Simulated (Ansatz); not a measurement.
Space group Pnma (No. 62). a = 9.260 Å, b = 2.883 Å, c = 4.789 Å, α = 90.00°, β = 90.00°, γ = 90.00°
```json
{"atom": "Al", "site": "4c", "symmetry": ".m.", "x": "0.1616", "y": "0.2500", "z": "0.9539"}
{"atom": "O", "site": "4c", "symmetry": ".m.", "x": "0.7732", "y": "0.2500", "z": "0.2385"}
{"atom": "O", "site": "4c", "symmetry": ".m.", "x": "0.9652", "y": "0.2500", "z": "0.8468"}
```

Equation of state of this AlO₂ structure (not necessarily the ground state), with shape and atoms relaxed at each volume where symmetry leaves them free. The calculation used DFT PBEsol, scalar-relativistic, plane waves, PAW in Ansatz.

Plane waves to 420 eV, a k mesh through Γ of 4×12×8 on the computed 12-atom cell and Gaussian smearing (0.10 eV); collinear spin.

```json
{"V (Å³/atom)": "9.694", "E − E(largest V) (meV/atom)": "-19.83", "P (GPa)": "2.87", "gap on mesh (eV)": "0.00"}
{"V (Å³/atom)": "10.013", "E − E(largest V) (meV/atom)": "-26.80", "P (GPa)": "3.40", "gap on mesh (eV)": "0.00"}
{"V (Å³/atom)": "10.333", "E − E(largest V) (meV/atom)": "-32.58", "P (GPa)": "2.23", "gap on mesh (eV)": "0.00"}
{"V (Å³/atom)": "10.652", "E − E(largest V) (meV/atom)": "-35.13", "P (GPa)": "0.01", "gap on mesh (eV)": "0.00"}
{"V (Å³/atom)": "10.972", "E − E(largest V) (meV/atom)": "-32.04", "P (GPa)": "-3.22", "gap on mesh (eV)": "0.20"}
{"V (Å³/atom)": "11.292", "E − E(largest V) (meV/atom)": "-22.37", "P (GPa)": "-6.46", "gap on mesh (eV)": "0.37"}
{"V (Å³/atom)": "11.718", "E − E(largest V) (meV/atom)": "0.00", "P (GPa)": "-10.28", "gap on mesh (eV)": "0.47"}
```

Task: Fit a third-order Birch–Murnaghan equation to E(V).

Result: V0 = 10.64 Å³/atom, B0 = 85 GPa, B0' = -9.2. B0' is unusual or poorly fixed by this range.